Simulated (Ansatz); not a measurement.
Runs of Ansatz 0.2.0 on TaN. Symmetry: F-43m, No. 216, cubic system. Conventional cell: a = 4.982 Å, b = 4.982 Å, c = 4.982 Å, α = 90.00°, β = 90.00°, γ = 90.00°. Ta (site symmetry -43m) has 4 N at 2.16 Å as nearest neighbours. N (site symmetry -43m) is surrounded by 4 Ta at 2.16 Å. The cell comes from a database or a generator and needn't be the stable form of this composition.

```tsv
level	spin	U	cutoff (eV)	hubbard projectors	double counting	gap on the mesh (eV)	pressure (GPa)
r2SCAN+U	off	Ta d U = 5 eV	500	ortho-atomic (the default)	fll (the default)	none	-23.6
r2SCAN+U	non-collinear, random start, SOC	Ta d U = 5 eV	500	ortho-atomic (the default)	fll (the default)	none	(a)
PBEsol	collinear, ferromagnetic start	-	420	-	-	none	-30.8
r2SCAN+U	off	Ta d U = 3 eV	500	ortho-atomic (the default)	fll (the default)	none	-27.3
```

Alike in all rows: task single point; potentials or basis Ansatz PAW; cell as given; k mesh 7 × 7 × 7; smearing gaussian 0.05 eV.

Q: Estimate the missing entries.

A: (a) -14.8.

Caveats: the PAW data sets come from PBE, with cores solved anew for the run's functional, which leaves a small shift of forces and pressure; U without spin polarisation on a metal has little footing (some runs); moments are unreliable in this version under spin-orbit coupling with a hybrid or U, so they aren't listed (some runs); the magnetic or orbital state may not be the lowest (some runs); a pressure of tens of GPa on the cell as given is suspect, and the run, the potentials or the cell itself is likely at fault (some runs); the starting moments weren't kept (some runs).

A k mesh can miss the band edges, and rows without SOC leave out spin-orbit coupling on Ta.

A gap of «none» marks a metal or a gap under the smearing width.
